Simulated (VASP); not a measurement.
These are LDA (Ceperley-Alder, Perdew-Zunger), VASP's LDA PAW potentials (set 64) (plane waves; VASP) values and carry that method's errors.

VASP ran on this input.

**INCAR**
```
# general
SYSTEM=Li2O
PREC  =Accurate
ENCUT =520
LREAL =F
LASPH =T

# electronic loop
EDIFF =1E-6
NELM  =100
ALGO  =Normal

# smearing
ISMEAR=0
SIGMA =0.05

# ions
IBRION=2
NSW   =60
ISIF  =3
EDIFFG=-0.02

# output
LWAVE =F
LCHARG=F
```

POSCAR:
```
Li2O
1
    0.0000000000     2.2489519115     2.2489519115
    2.2489519115    -0.0000000000     2.2489519115
    2.2489519115     2.2489519115     0.0000000000
Li O
2 1
Direct
  0.2500000000   0.2500000000   0.2500000000
  0.7500000000   0.7500000000   0.7500000000
  0.0000000000   0.0000000000   0.0000000000
```

KPOINTS:
```
Automatic mesh
0
Gamma
8 8 8
0 0 0
```

POTCAR, in this order: Li_sv O (LDA.64 set). Program: vasp_std.

Output of the run:

### OSZICAR
```
       N       E                     dE             d eps       ncg     rms          rms(c)
DAV:   1     0.418734825008E+02    0.41873E+02   -0.65016E+03   580   0.132E+03
DAV:   2    -0.123497628193E+02   -0.54223E+02   -0.52132E+02   666   0.236E+02
DAV:   3    -0.173511400825E+02   -0.50014E+01   -0.49801E+01  1016   0.629E+01
DAV:   4    -0.175015233284E+02   -0.15038E+00   -0.15004E+00   768   0.909E+00
DAV:   5    -0.175029373802E+02   -0.14141E-02   -0.14140E-02   858   0.793E-01    0.729E+00
DAV:   6    -0.158252772897E+02    0.16777E+01   -0.90641E+00   582   0.194E+01    0.279E+00
DAV:   7    -0.157729050841E+02    0.52372E-01   -0.22755E-01   646   0.416E+00    0.142E+00
DAV:   8    -0.157492923943E+02    0.23613E-01   -0.60199E-02   692   0.275E+00    0.315E-01
DAV:   9    -0.157484513323E+02    0.84106E-03   -0.64320E-03   788   0.769E-01    0.101E-01
DAV:  10    -0.157485676281E+02   -0.11630E-03   -0.27498E-04   658   0.166E-01    0.513E-02
DAV:  11    -0.157485375388E+02    0.30089E-04   -0.47212E-05   682   0.885E-02    0.874E-03
DAV:  12    -0.157485369366E+02    0.60225E-06   -0.25919E-06   698   0.193E-02
   1 F= -.15748537E+02 E0= -.15748537E+02  d E =-.157485E+02
```

OUTCAR:
```
------------------------ aborting loop because EDIFF is reached ----------------------------------------
  FORCE on cell =-STRESS in cart. coord.  units (eV):
  Direction    XX          YY          ZZ          XY          YZ          ZX
  --------------------------------------------------------------------------------------
  Total       -0.0307020     -0.0307020     -0.0307020     -0.0000000      0.0000000      0.0000000
  in kB       -2.1622562     -2.1622562     -2.1622562     -0.0000000      0.0000000      0.0000000
  external PRESSURE =      -2.1622562 kB  Pullay stress =       0.0000000 kB
  volume of cell :       22.75
      direct lattice vectors                 reciprocal lattice vectors
     0.000000000  2.248951911  2.248951911    -0.222325785  0.222325785  0.222325785
     2.248951911  0.000000000  2.248951911     0.222325785 -0.222325785  0.222325785
     2.248951911  2.248951911  0.000000000     0.222325785  0.222325785 -0.222325785
 POSITION                                       TOTAL-FORCE (eV/Angst)
 -----------------------------------------------------------------------------------
      1.12448      1.12448      1.12448         0.000000     -0.000000      0.000000
      3.37343      3.37343      3.37343         0.000000      0.000000     -0.000000
      0.00000      0.00000      0.00000        -0.000000     -0.000000      0.000000
 -----------------------------------------------------------------------------------
    total drift:                               -0.000000      0.000000      0.000000
  FREE ENERGIE OF THE ION-ELECTRON SYSTEM (eV)
  ---------------------------------------------------
  free  energy   TOTEN  =       -15.7485369366 eV

  energy  without entropy=      -15.7485369366  energy(sigma->0) =      -15.74853694

 reached required accuracy - stopping structural energy minimisation
```
(Selected blocks of OUTCAR.)

The compound is Li2O in the antifluorite structure. It was relaxed first, which changed the volume by -8 %. The start is the result of an earlier pass.
